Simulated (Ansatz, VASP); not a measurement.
**Two plane-wave programs on Pt**

```
Pt
1.0
     2.75854    0.00000    0.00000
    -1.37927    2.38897    0.00000
     0.00000    0.00000    4.78138
Pt
2
Direct
  0.66667 0.33333 0.75000
  0.33333 0.66667 0.25000
```

This isn't the form of Pt at room conditions, which is fcc.

Alike in both runs: task single point; functional PBE; k mesh 18 × 18 × 10; occupations gaussian, width 0.15 eV; no spin polarisation.

|  | VASP | Ansatz |
| --- | --- | --- |
| version | VASP 6.6.1 | Ansatz 0.2.0 |
| potentials or method | VASP PAW PBE potentials, release 64 (Pt) | scalar-relativistic, plane waves, PAW |
| plane-wave cutoff (eV) | 520 | 420 |
| valence electrons in the cell | 20 | 36 |

Ansatz gave:

- gap on the k mesh at the Fermi level (eV): none
- pressure (GPa): 0.1
- largest component of the traceless stress (GPa): 0.30

**Question.** What did VASP give for the same quantities?

**Answer.** gap on the k mesh at the Fermi level (eV): none; pressure (GPa): -0.4; largest component of the traceless stress (GPa): 0.39.

A gap of «none» marks a metal or a gap that the smearing closes. With one functional, cell and mesh, what is left measures potentials, basis and numerics. The two sets of potentials don't hold the same shells in valence.

The runs have no spin-orbit coupling, so splittings on Pt are missing.
